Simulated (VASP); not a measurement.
# K (Im-3m) in VASP: notebook, part 2 of 2

VASP 6.6.1.

## Step 5: Single point, r2SCAN

INCAR

```
SYSTEM = K
ADDGRID = .False.
ALGO = Normal
EDIFF = 1E-6
ENCUT = 450
ISIF = 2
ISMEAR = -1
LASPH = .True.
LCHARG = .False.
LMIXTAU = .True.
LREAL = .False.
LWAVE = .False.
METAGGA = R2SCAN
NBANDS = 10
NELM = 100
PREC = Low
SIGMA = 0.15
```

KPOINTS

```
k-points
0
Gamma
  4 4 4
  0 0 0
```

POSCAR

```
K
1.0
   -2.6491090000      2.6630490000      2.6437420000
    2.6773590000     -2.6874940000      2.6964360000
    2.7342160000      2.7726000000     -2.6681870000
K
1
Direct
   -0.0060180000      0.0074470000      0.0002300000
```

Potentials or basis: VASP PAW PBE potentials, release 64 (K_pv).

Run with:

```console
> cat potpaw_PBE.64/K_pv/POTCAR > POTCAR
> mpirun -np 1 vasp_std > vasp.out
```

OUTCAR:

```text
SYSTEM = K
   EDIFF = 1E-6
   ENCUT = 450
   ISIF = 2
   ISMEAR = -1
   LASPH = .True.
   LREAL = .False.
   METAGGA = R2SCAN
   NELM = 100
   PREC = Low

 Found     36 irreducible k-points:

 Following reciprocal coordinates:
            Coordinates               Weight
  0.000000  0.000000  0.000000      1.000000
  0.250000  0.000000 -0.000000      2.000000
  0.500000  0.000000 -0.000000      1.000000
  0.000000  0.250000  0.000000      2.000000
  0.250000  0.250000 -0.000000      2.000000
  0.500000  0.250000 -0.000000      2.000000
   k-points           NKPTS =     36   k-points in BZ     NKDIM =     36   number of bands    NBANDS=     10
   number of dos      NEDOS =    301   number of ions     NIONS =      1
   total plane-waves  NPLWV =  13824
   dimension x,y,z NGX =    24 NGY =   24 NGZ =   24
   dimension x,y,z NGXF=    24 NGYF=   24 NGZF=   24
   ions per type =               1
   NGX,Y,Z   is equivalent  to a cutoff of   8.69,  8.57,  8.45 a.u.
   NGXF,Y,Z  is equivalent  to a cutoff of   8.69,  8.57,  8.45 a.u.
 SYSTEM =  K
   PREC   = low       normal or accurate (medium, high low for compatibility)
   ISTART =      0    job   : 0-new  1-cont  2-samecut
   ICHARG =      2    charge: 1-file 2-atom 10-const
   ISPIN  =      1    spin polarized calculation?
[... 62 lines left out ...]
      1     -17.4934      2.00000
      2     -17.4918      2.00000
      3     -17.4890      2.00000
      4      -3.4290      2.00000
      5       3.4685      0.00000
      6       3.5315      0.00000
      7       3.6617      0.00000
      8       4.5072      0.00000
      9       4.6045      0.00000
     10       6.8400      0.00000
[... 53 lines left out ...]
 k-point     6 :       0.5000    0.2500   -0.0000
  band No.  band energies     occupation
      1     -17.5448      2.00000
      2     -17.5134      2.00000
      3     -17.4948      2.00000
      4      -1.2047      0.90919
      5       0.7875      0.00000
      6       1.4108      0.00000
      7       3.9063      0.00000
      8       4.3005      0.00000
      9       5.0659      0.00000
     10       6.2518      0.00000

 [... further k-points ...]

------------------------ aborting loop because EDIFF is reached ----------------------------------------

  FORCE on cell =-STRESS in cart. coord.  units (eV):
  Direction    XX          YY          ZZ          XY          YZ          ZX
  --------------------------------------------------------------------------------------
  -------------------------------------------------------------------------------------
  Total        0.0258949      0.0233274      0.0033855     -0.0018212     -0.0018695     -0.0038057
  in kB        0.5283874      0.4759979      0.0690821     -0.0371608     -0.0381476     -0.0776546
  external PRESSURE =       0.3578225 kB  Pullay stress =       0.0000000 kB

 VOLUME and BASIS-vectors are now :
 -----------------------------------------------------------------------------
  energy-cutoff  :      450.00
  volume of cell :       78.52
      direct lattice vectors                 reciprocal lattice vectors
    -2.649109000  2.663049000  2.643742000    -0.003889548  0.184877607  0.188126541
     2.677359000 -2.687494000  2.696436000     0.183848792 -0.002040834  0.186277758
     2.734216000  2.772600000 -2.668187000     0.181941348  0.181121382 -0.000133391

 POSITION                                       TOTAL-FORCE (eV/Angst)
 -----------------------------------------------------------------------------------
     -2.61260      2.62765      2.64730         0.000000      0.000000      0.000000
 -----------------------------------------------------------------------------------
    total drift:                               -0.001551      0.001478      0.000623

  FREE ENERGIE OF THE ION-ELECTRON SYSTEM (eV)
  ---------------------------------------------------
  free  energy   TOTEN  =        -5.9821216695 eV

  energy  without entropy=       -5.8985034247  energy(sigma->0) =       -5.94031255
```

stdout:

```text
POSCAR found type information on POSCAR K
 POSCAR found :  1 types and       1 ions
 scaLAPACK will be used
 -----------------------------------------------------------------------------
|                                                                             |
|                                                                             |
|     You enforced a specific xc type in the INCAR file but a different       |
|     I HOPE YOU KNOW WHAT YOU ARE DOING!                                     |
|                                                                             |
 -----------------------------------------------------------------------------

 LDA part: xc-table for (None), standard interpolation
 POSCAR, INCAR and KPOINTS ok, starting setup
 FFT: planning ... GRIDC
 FFT: planning ... GRID_SOFT
 FFT: planning ... GRID
 WAVECAR not read
 entering main loop
```

Run time: 32 s. Hardware: 1 thread of Intel Xeon Platinum 8559C (Emerald Rapids), shared host; peak memory 0.13 GiB.

These settings aren't checked as converged: the numbers below hold their error.

Results:

| Quantity | Value |
| --- | --- |
| Free energy | -5.9821 eV |
| Pressure | 0.0 GPa |
| Band gap on the k mesh | none (metal or under the smearing width) |

Caveat: the k mesh is coarse (spacing up to 0.41 Å⁻¹), so the values aren't converged; the PAW data sets were made with another functional, which shifts forces and pressure a little.

## Step 6: Single point, r2SCAN

INCAR: that of step 5 with these lines changed.

```diff
@@ -15,3 +15,3 @@
 NELM = 100
-PREC = Low
+PREC = Normal
 SIGMA = 0.15
```

KPOINTS is that of step 5.

POSCAR

```
K
1.0
   -2.6975585167      2.6975585167      2.6975585167
    2.6975585167     -2.6975585167      2.6975585167
    2.6975585167      2.6975585167     -2.6975585167
K
1
Direct
    0.0000000000      0.0000000000      0.0000000000
```

Potentials or basis: VASP PAW PBE potentials, release 64 (K_pv).

Run with:

```console
> cat potpaw_PBE.64/K_pv/POTCAR > POTCAR
> mpirun -np 1 vasp_std > vasp.out
```

OUTCAR:

```text
SYSTEM = K
   EDIFF = 1E-6
   ENCUT = 450
   ISIF = 2
   ISMEAR = -1
   LASPH = .True.
   LREAL = .False.
   METAGGA = R2SCAN
   NELM = 100
   PREC = Normal

 Found      8 irreducible k-points:

 Following reciprocal coordinates:
            Coordinates               Weight
  0.000000  0.000000  0.000000      1.000000
  0.250000  0.000000  0.000000     12.000000
  0.500000  0.000000  0.000000      6.000000
  0.250000  0.250000  0.000000     24.000000
  0.250000  0.250000  0.250000      2.000000
 -0.250000  0.250000  0.250000      6.000000
   k-points           NKPTS =      8   k-points in BZ     NKDIM =      8   number of bands    NBANDS=     10
   number of dos      NEDOS =    301   number of ions     NIONS =      1
   total plane-waves  NPLWV =  13824
   dimension x,y,z NGX =    24 NGY =   24 NGZ =   24
   dimension x,y,z NGXF=    48 NGYF=   48 NGZF=   48
   ions per type =               1
   NGX,Y,Z   is equivalent  to a cutoff of   8.54,  8.54,  8.54 a.u.
   NGXF,Y,Z  is equivalent  to a cutoff of  17.08, 17.08, 17.08 a.u.
 SYSTEM =  K
   PREC   = normal    normal or accurate (medium, high low for compatibility)
   ISTART =      0    job   : 0-new  1-cont  2-samecut
   ICHARG =      2    charge: 1-file 2-atom 10-const
   ISPIN  =      1    spin polarized calculation?
[... 62 lines left out ...]
      1     -17.4920      2.00000
      2     -17.4920      2.00000
      3     -17.4917      2.00000
      4      -3.4265      2.00000
      5       3.5628      0.00000
      6       3.5633      0.00000
      7       3.5633      0.00000
      8       4.5408      0.00000
      9       4.5408      0.00000
     10       7.0460      0.00000
[... 53 lines left out ...]
 k-point     6 :      -0.2500    0.2500    0.2500
  band No.  band energies     occupation
      1     -17.5209      2.00000
      2     -17.5114      2.00000
      3     -17.5112      2.00000
      4      -1.9345      1.98185
      5       1.8844      0.00000
      6       2.5908      0.00000
      7       2.5912      0.00000
      8       4.3463      0.00000
      9       4.4955      0.00000
     10       5.9477      0.00000

 [... further k-points ...]

------------------------ aborting loop because EDIFF is reached ----------------------------------------

  FORCE on cell =-STRESS in cart. coord.  units (eV):
  Direction    XX          YY          ZZ          XY          YZ          ZX
  --------------------------------------------------------------------------------------
  -------------------------------------------------------------------------------------
  Total        0.0041334      0.0041334      0.0041334     -0.0000000     -0.0000000      0.0000000
  in kB        0.0843415      0.0843415      0.0843415     -0.0000000     -0.0000000      0.0000000
  external PRESSURE =       0.0843415 kB  Pullay stress =       0.0000000 kB

 VOLUME and BASIS-vectors are now :
 -----------------------------------------------------------------------------
  energy-cutoff  :      450.00
  volume of cell :       78.52
      direct lattice vectors                 reciprocal lattice vectors
    -2.697558517  2.697558517  2.697558517     0.000000000  0.185352791  0.185352791
     2.697558517 -2.697558517  2.697558517     0.185352791  0.000000000  0.185352791
     2.697558517  2.697558517 -2.697558517     0.185352791  0.185352791  0.000000000

 POSITION                                       TOTAL-FORCE (eV/Angst)
 -----------------------------------------------------------------------------------
      0.00000      0.00000      0.00000         0.000000      0.000000      0.000000
 -----------------------------------------------------------------------------------
    total drift:                               -0.000000      0.000000      0.000000

  FREE ENERGIE OF THE ION-ELECTRON SYSTEM (eV)
  ---------------------------------------------------
  free  energy   TOTEN  =        -5.9752577346 eV

  energy  without entropy=       -5.8907159276  energy(sigma->0) =       -5.93298683
```

Run time: 16 s. Hardware: 1 thread of Intel Xeon Platinum 8559C (Emerald Rapids), shared host; peak memory 0.14 GiB.

These settings aren't checked as converged: the numbers below hold their error.

What came out:

| Item | Value |
| --- | --- |
| Free energy | -5.9753 eV |
| Pressure | 0.0 GPa |
| Band gap on the k mesh | none (metal or under the smearing width) |

Caveat: the k mesh is coarse (spacing up to 0.41 Å⁻¹), so the values aren't converged; the PAW data sets were made with another functional, which shifts forces and pressure a little.

## Step 7: For comparison

An earlier run on the cell as given: functional PBE; potentials or basis VASP PAW PBE potentials, release 64 (K_sv); cutoff 520 eV; k mesh 7 × 7 × 7; occupations fermi-dirac, width 0.05 eV; no spin polarisation.

* Pressure: -0.2 GPa
* Band gap on the k mesh: none (metal or under the smearing width)
